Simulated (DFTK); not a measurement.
The system is Zn.

```
CELL_PARAMETERS angstrom
2.67000 0.00000 0.00000
-1.33500 2.31229 0.00000
0.00000 0.00000 4.96600
ATOMIC_POSITIONS crystal
Zn 0.66667 0.33333 0.75000
Zn 0.33333 0.66667 0.25000
```

Base run:

* Program: DFTK 0.8.2
* Functional: r2SCAN
* Potentials or basis: SG15 1.2 (PBE)
* Cutoff: 1225 eV
* k mesh: 11 × 11 × 6
* Occupations: fermi-dirac, width 0.05 eV
* Spin: no spin polarisation

Its results: band gap on the k mesh none (metal or under the smearing width); pressure -3.8 GPa.

Task: The run is repeated on the same cell with these changes: functional from r2SCAN to LDA. What comes out?

Result: Band gap on the k mesh none (metal or under the smearing width); pressure -11.6 GPa.

Caveats: the potentials were made for another functional, which shifts forces and pressure.

Not every run made on this cell is shown here.
